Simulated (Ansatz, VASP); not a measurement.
## Two plane-wave programs on C

```xyz
8
Lattice="2.5180 0.0000 0.0000 -1.2590 2.1807 0.0000 0.0000 0.0000 8.3046" Properties=species:S:1:pos:R:3 pbc="T T T"
C     0.0000    0.0000    0.7721
C     0.0000    0.0000    4.9244
C     0.0000    0.0000    3.3802
C     0.0000    0.0000    7.5325
C     0.0000    1.4538    1.2916
C     1.2590    0.7269    5.4439
C     0.0000    1.4538    2.8607
C     1.2590    0.7269    7.0130
```

This is a hexagonal form of diamond, not graphite.

Alike in both runs: task single point; functional PBE; k mesh 12 × 12 × 4; occupations gaussian, width 0.05 eV; no spin polarisation.

|  | VASP | Ansatz |
| --- | --- | --- |
| version | VASP 6.6.1 | Ansatz 0.2.0 |
| potentials or method | VASP PAW PBE potentials, release 64 (C) | scalar-relativistic, plane waves, PAW |
| plane-wave cutoff (eV) | 520 | 420 |
| valence electrons in the cell | 32 | 32 |

```csv
,VASP,Ansatz,Ansatz less VASP
gap on the k mesh at the Fermi level (eV),4.53,4.54,+0.009
least direct gap on the mesh (eV),5.29,5.30,+0.007
pressure (GPa),0.7,0.0,-0.65
```
